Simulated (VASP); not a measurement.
Runs of VASP 6.6.1 on Y. The structure is cubic, space group Fm-3m (No. 225). Conventional cell: a = 5.104 Å, b = 5.104 Å, c = 5.104 Å, α = 90.00°, β = 90.00°, γ = 90.00°. Y (site symmetry m-3m) is surrounded by 12 Y at 3.61 Å. This isn't the form of Y at room conditions, which is hcp.

```csv
task,level,potentials or basis,spin,cell,k mesh,cutoff (eV),smearing,grid for exact exchange (PRECFOCK),exchange at q = 0,other keys,mesh quality,gap on the mesh (eV),pressure (GPa)
relaxation of shape and atoms at fixed volume,PW91+D4,"VASP PAW PBE potentials, release 64 (Y_sv)","SOC, no magnetisation",relaxed at fixed volume,7 × 7 × 7,600,fermi-dirac 0.1 eV,-,-,ISIF = 4; LASPH = no,not flagged,-,-2.1
single point,RPBE,"VASP PAW PBE potentials, release 64 (Y_sv)",off,as given,9 × 9 × 9,520,gaussian 0.02 eV,-,-,-,not flagged,none,(a)
electron localisation function,PW91,"VASP PAW PBE potentials, release 64 (Y_sv)",off,volume scaled by 0.92,9 × 9 × 9,500,methfessel-paxton 0.2 eV,-,-,-,not flagged,none,2.1
relaxation of the atoms,PBE0+TS-HI,"VASP PAW PBE potentials, release 64 (Y_sv_GW)",off,atoms relaxed from: volume scaled by 0.96,5 × 5 × 5,550,methfessel-paxton 0.1 eV,Normal,default,-,coarse,none,-2.0
```

Question: Estimate the missing entries.

Answer: (a) 0.6.

Caveats: some runs use coarse meshes; the PAW data sets were made with another functional, which shifts forces and pressure a little; the relaxation stopped at its first step, so nothing moved (some runs); pairwise dispersion overbinds metals, which lowers pressure and volume (some runs).

A k mesh can miss the band edges, and rows without SOC leave out spin-orbit coupling on Y.

A gap of «none» marks a metal or a gap under the smearing width.
